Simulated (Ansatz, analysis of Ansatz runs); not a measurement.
# A hop of O in SnO2 (P4_2/mnm), charge +2, part 2 of 2

Aim: the barrier of one jump in SnO2 (P4_2/mnm) at charge +2: V_O hop (2.9 Å). The model is a cell of 72 host atoms with 1 O taken out; O is the atom that moves.

Ansatz 0.2.0; plane-wave PAW DFT, PBEsol; nudged elastic band between two relaxed defect structures at fixed charge in a uniform background.

So far, barrier forward (eV): step 4 (nudged elastic band, charge +2, PBEsol) 1.26; step 6 (barrier from single points, PBEsol, denser k-mesh) 1.26; step 8 (barrier from single points, LDA, LDA PBEsol, analysis of Ansatz runs) 1.31; step 10 (barrier from single points, r2SCAN) 1.41.

## (11) Single point at the top of the path, PBEsol

A single point at the top of the band gives the levels near the gap and the populations there.

This step: plane-wave PAW DFT, PBEsol; single point of a defect supercell on a structure of the PBEsol path.

qp2.top.probe/input.yaml reads:

```yaml
crystal:
  lattice:
    - [9.53680188, 0.0, 0.0]
    - [0.0, 9.53680188, 0.0]
    - [0.0, 0.0, 9.63728464]
  atoms:
    - { symbol: Sn, position: [0.23646178, 0.23910248, 0.15377355] }
    - { symbol: Sn, position: [4.343e-05, -0.01036779, -0.00245485] }
[... 4 atom lines left out ...]
    - { symbol: Sn, position: [0.25481157, 0.26756116, 0.50656149] }
[... 1 atom line left out ...]
    - { symbol: O, position: [0.08609751, 0.3989762, 0.50113187] }
[... 2 atom lines left out ...]
    - { symbol: O, position: [0.35138948, 0.46691564, 0.44251262] }
[... 5 atom lines left out ...]
    - { symbol: O, position: [0.35598822, 0.34039581, 0.67921887] }
[... 3 atom lines left out ...]
    - { symbol: O, position: [0.40243443, 0.58954151, 0.16686893] }
[... 2 atom lines left out ...]
    - { symbol: Sn, position: [0.23505035, 0.75629786, 0.49693761] }
[... 2 atom lines left out ...]
    - { symbol: O, position: [0.14621094, 0.65823373, 0.33184625] }
[... 9 atom lines left out ...]
    - { symbol: O, position: [0.59149101, 0.39272157, 0.1639887] }
[... 5 atom lines left out ...]
    - { symbol: O, position: [0.61282734, 0.41210143, 0.50009097] }
[... 16 atom lines left out ...]
    - { symbol: Sn, position: [0.51879456, 0.49922888, 0.32657092] }
[... 2 atom lines left out ...]
    - { symbol: O, position: [0.64932706, 0.66167167, 0.33500092] }
[... 2 atom lines left out ...]
    - { symbol: Sn, position: [0.51020694, 0.48531059, 0.67044881] }
[... 3 atom lines left out ...]
    - { symbol: O, position: [0.84712403, 0.84688152, 0.66790016] }
total_charge: 2
basis:
  ecutwfc: 420
  xc_grid: 2
hamiltonian:
  xc: pbesol
kpoints:
  mp_grid: { grid: [1, 1, 1], shift: [0.25, 0.25, 0.25] }
scf:
  occupations: { method: fixed }
  max_iter: 150
output:
  forces: true
  eigenvalues: true
  eigenstates: { localisation: true }
  populations: true
  write_density: true
  write_potential: true
  volumetric_format: npy
  elf: true
checkpoint:
  write: "../qp2.top.probe.run"
  compress: false
  write_wavefunctions: false
  write_every: 100000
```

On the command line:

```
ansatz run input.yaml --threads 4 --pin off --max-ram 14131MiB --backend cpu --events-out ev --progress --plain --runs-dir out
```

Wall time 40 s (4 threads of Arm Neoverse V1, shared host); peak memory 1.9 GiB.

Read from the output:

```
free energy : -169174.0809 eV
```

From eigenstates.tsv, first k-point; energies on the run's zero. The participation number counts the atoms that a state is spread over, of 71; bands count from 0.

| spin | band | energy (eV) | occupation | participation | largest share on | share |
| --- | --- | --- | --- | --- | --- | --- |
| both | 302 | 8.415 | 2.00 | 32.2 | O9 | 0.08 |
| both | 303 | 8.469 | 2.00 | 25.3 | O17 | 0.11 |
| both | 304 | 8.496 | 2.00 | 24.6 | O62 | 0.09 |
| both | 305 | 8.541 | 2.00 | 28.3 | O24 | 0.08 |
| both | 306 | 8.682 | 2.00 | 8.6 | O12 | 0.30 |
| both | 307 | 8.836 | 2.00 | 28.9 | O12 | 0.11 |
| both | 308 | 10.709 | 0.00 | 55.4 | O12 | 0.04 |
| both | 309 | 11.796 | 0.00 | 31.2 | Sn67 | 0.08 |
| both | 310 | 12.226 | 0.00 | 27.4 | Sn25 | 0.14 |
| both | 311 | 12.480 | 0.00 | 51.4 | Sn1 | 0.05 |
| both | 312 | 12.752 | 0.00 | 42.9 | Sn1 | 0.06 |

Under PBEsol at one point at (¼, ¼, ¼), the highest filled state is spread over 29 of 71 atoms, and the lowest empty one, 1.87 eV above it, is spread over 55 of 71 atoms.

Valence electrons by atom (Löwdin), nearest atoms first, with the excess over far atoms of the same element, which can also hold differences between inequivalent host sites (the log counts sites from 0):

| atom | distance from the centre (Å) | electrons | excess |
| --- | --- | --- | --- |
| O12 | 0.34 | 6.747 | -0.022 |
| Sn61 | 1.64 | 12.319 | 0.038 |
| Sn7 | 2.42 | 12.310 | 0.029 |
| O44 | 2.47 | 6.755 | -0.015 |
| O22 | 2.67 | 6.767 | -0.002 |
| Sn67 | 2.77 | 12.303 | 0.021 |
| O18 | 2.83 | 6.761 | -0.009 |
| O28 | 2.93 | 6.751 | -0.018 |

Valence density in the ac plane at fractional y = 0.472, through the centre, with atoms of O and Sn within 0.45 Å of it. It is the smooth field of the valence electrons, not physical close to the nuclei.

Ten steps, logarithmic in the rise over the least value, from '0' (0 e/Å³) to '9' (11 e/Å³), each cell a mean:
```
874200000124798631000011358
543210000113465432100001235
334421000012223443200001122
245531000111123454210001111
245531000112223444210001112
443320000112344432100001123
763210000113688631000011257
974200000124799841000012369
874100000113699741000012368
543210000112455432100001235
334320001222223444210001122
345421124553213465310001111
344421136875323455310001112
443210147886333443200001123
763200125664467532100011257
974200012333689852000012369
874200000113689742000012368
543210000012466532000001235
334431000011233432100001122
245542000112123443100001111
235531000112223443100001111
433321000112333332100001123
763210000123676421000011246
984200001125899631000012369
```
Columns run along a (9.5 Å), rows up along c (9.6 Å). Atoms in or near the plane, at fractional coordinates: O at (0.35, 0.44), Sn at (0.00, 0.00), Sn at (0.00, 0.33), Sn at (0.00, 0.67), Sn at (0.50, 0.00), Sn at (0.52, 0.33), Sn at (0.51, 0.67).

Electrostatic potential energy in the ac plane at fractional y = 0.472, through the centre, with atoms of O and Sn within 0.45 Å of it. With pseudopotentials it is smooth inside the atoms' cores, unlike the true potential.

Ten even steps from '_' (-10 eV) to '@' (23 eV), each cell a mean:
```
@@==..==**########**==..++@@##..::**##########**::..##
..__--++############++::__..__..==**##########**==..__
--====++############**++==----====**############**++==
++==::::**############****++++==::==##############****
++==--==##############**++========++############****++
..::==**############**++::....::==**##########**++--..
++..::++############++::..****::..++##########**--..==
@@++__==**########**++..==@@@@++__==**########++..--@@
%%--..==**########**++..::%%%%--..++**########++::..##
....--**############**==........--**##########**==....
--==++**############****==----==--++############**++--
++==--++########++----******++--__..**############****
++====++######**______::**++++==..--**##########****++
..::==**######**______..==::::::==++##########**++--..
++..::++**######==....::..::--..::++**########**--..==
@@++__==**########**++::..%%@@**__==**########++::::@@
%%--..==**##########++::..%%@@++__==**########++::..##
....--++############**==....::..::++**########**==....
--====++##############**==--::--++**############**++--
++++....**############****++++====**##############****
++++----**############**++++++++++**############****++
..::==**############**==::....--++**############++--..
++....++**########**++....++--__--**##########**--__--
@@**__==**########**==..##@@@@::::++##########++::::@@
```
Columns run along a (9.5 Å; values clipped at the 3rd and 97th percentile), rows up along c (9.6 Å). Atoms in or near the plane, at fractional coordinates: O at (0.35, 0.44), Sn at (0.00, 0.00), Sn at (0.00, 0.33), Sn at (0.00, 0.67), Sn at (0.50, 0.00), Sn at (0.52, 0.33), Sn at (0.51, 0.67).

ELF in the ac plane at fractional y = 0.472, through the centre, with atoms of O and Sn within 0.45 Å of it. It is the smooth field of the valence electrons, not physical close to the nuclei.

Values, 13 rows by 16 columns, each cell a mean:
```
0.11 0.22 0.16 0.03 0.06 0.13 0.16 0.14 0.11 0.22 0.17 0.04 0.06 0.14 0.16 0.15
0.30 0.66 0.67 0.22 0.02 0.09 0.21 0.15 0.26 0.64 0.69 0.25 0.02 0.08 0.17 0.13
0.31 0.69 0.69 0.24 0.02 0.10 0.22 0.14 0.25 0.61 0.66 0.24 0.02 0.09 0.18 0.13
0.13 0.23 0.18 0.04 0.04 0.12 0.15 0.16 0.09 0.20 0.17 0.04 0.06 0.13 0.16 0.15
0.06 0.19 0.08 0.02 0.05 0.16 0.18 0.13 0.03 0.18 0.12 0.03 0.09 0.21 0.18 0.10
0.25 0.49 0.39 0.06 0.08 0.26 0.26 0.18 0.23 0.48 0.57 0.24 0.03 0.06 0.13 0.16
0.38 0.75 0.63 0.10 0.54 0.74 0.76 0.29 0.29 0.74 0.82 0.48 0.03 0.10 0.19 0.11
0.19 0.34 0.25 0.08 0.71 0.70 0.70 0.31 0.18 0.34 0.41 0.14 0.04 0.08 0.13 0.17
0.04 0.19 0.08 0.03 0.27 0.48 0.35 0.15 0.02 0.17 0.13 0.03 0.13 0.25 0.19 0.08
0.17 0.33 0.35 0.11 0.02 0.07 0.16 0.19 0.15 0.25 0.23 0.05 0.05 0.10 0.14 0.17
0.31 0.74 0.79 0.37 0.03 0.21 0.34 0.14 0.28 0.66 0.64 0.18 0.02 0.11 0.22 0.12
0.23 0.52 0.56 0.18 0.02 0.08 0.18 0.16 0.23 0.48 0.43 0.09 0.02 0.07 0.15 0.16
0.07 0.19 0.10 0.02 0.08 0.18 0.17 0.10 0.07 0.19 0.09 0.02 0.09 0.20 0.18 0.12
```
Columns run along a (9.5 Å), rows up along c (9.6 Å). Atoms in or near the plane, at fractional coordinates: O at (0.35, 0.44), Sn at (0.00, 0.00), Sn at (0.00, 0.33), Sn at (0.00, 0.67), Sn at (0.50, 0.00), Sn at (0.52, 0.33), Sn at (0.51, 0.67).

The distance between the highest filled and the lowest empty level goes from 1.84 eV at the start to 1.87 eV at the top.

## (12) What came out

- barrier forward: 1.26 eV
- barrier backward: 1.27 eV
- end less start: -0.01 eV
- hop length: 2.74 Å
- band iterations, as the log counts them: 9
- barrier from single points, PBEsol, denser k-mesh: 1.26 eV
- barrier from single points, LDA: 1.31 eV
- barrier from single points, r2SCAN: 1.41 eV

In words: The top of the band lies 1.26 eV above the start and 1.27 eV above the end. With an assumed prefactor of 1e13 per second it gives one hop a second along this one path at about 490 K; whether such hops link up through the crystal wasn't checked. Across functionals on this path (PBEsol 1.262, LDA 1.311 and r2SCAN 1.408 eV) the forward values spread by 0.146 eV. The order of the top as a saddle was not checked for all atoms, so a bent path could be lower. No image-charge correction is applied; it largely cancels along a path if the charge stays localised alike. Limits: one k-point off the zone centre stands for the whole zone; spin–orbit coupling, which can matter with heavy atoms, is left out.

[Logs are printed without paths, hosts, clocks, repeated set-up lines and the standing remarks that a program may print on its own settings, such as how far it seeks lower states.]

[Hosts, paths, dates, database ids (printed as entryN), source tags and the programs' standing remarks are cut or masked in the printed files.]
